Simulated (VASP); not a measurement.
Runs of VASP 6.6.1 on Cu. The structure is hexagonal, space group P6_3/mmc (No. 194). The conventional cell has a = 2.534 Å, b = 2.534 Å, c = 4.113 Å, α = 90.00°, β = 90.00°, γ = 120.00°. Around Cu (site symmetry -6m2) lie 12 Cu at 2.52 to 2.53 Å. This isn't the form of Cu at room conditions, which is fcc.

```tsv
task	cell	cutoff (eV)	gap on the mesh (eV)	pressure (GPa)
relaxation of cell and atoms	relaxed	600	none	0.0
single point	P6_3/mmc, 11.97 Å³/atom	520	none	1.3
single point	P6_3/mmc, 12.33 Å³/atom	520	none	-2.7
single point	the database's cell and atoms	520	none	(a)
relaxation of shape and atoms at fixed volume	relaxed at fixed volume	600	none	-2.4
```

Alike in all rows: level PBE; potentials or basis VASP PAW PBE potentials, release 64 (Cu); no spin polarisation; k mesh 18 × 18 × 10; smearing gaussian 0.1 eV.

Task: Fill in the values left out.

Result: (a) 7.8.

Caveats: the relaxation stopped at its first step, so nothing moved (some runs).

A gap of «none» marks a metal or a gap under the smearing width.
